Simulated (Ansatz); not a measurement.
CaF$_{2}$:
```
CaF2
1.0
    0.00000     2.72026     2.72026
    2.72026     0.00000     2.72026
    2.72026     2.72026     0.00000
Ca F
1 2
Cartesian
  0.00000   0.00000   0.00000
  4.08039   4.08039   4.08039
  1.36013   1.36013   1.36013
```

Relaxed with r²SCAN. Special points in fractions of this cell's reciprocal vectors: Γ (0.000, 0.000, 0.000); X (0.500, 0.000, 0.500); U (0.625, 0.250, 0.625); K (0.375, 0.375, 0.750); L (0.500, 0.500, 0.500); W (0.500, 0.250, 0.750).

Q: List the band energies nearest the valence-band maximum at these points for the program Ansatz at the r²SCAN level (PAW).

A: In eV from the valence-band maximum; about four levels below and three above (degenerate sets whole), none deeper than 8.9 eV; points with the same levels are listed once.

```csv
k,below,above
Γ,-2.14 -2.14 -2.14 -0.26 -0.26 -0.26,8.03 10.04 10.04
X,-1.67 -1.67 -0.36 -0.36 0.00,8.79 10.52 10.97
U,-1.52 -0.64 -0.44 -0.10,9.06 10.69 10.71
L,-1.28 -1.26 -0.85 -0.85,10.24 10.24 10.75
W,-1.05 -1.05 -0.27 -0.10,9.12 10.62 10.94 10.94
```

Space group Fm-3m (fluorite). Symmetry was held in the r²SCAN relaxation.

Potentials: the earlier of the program's two PAW sets.
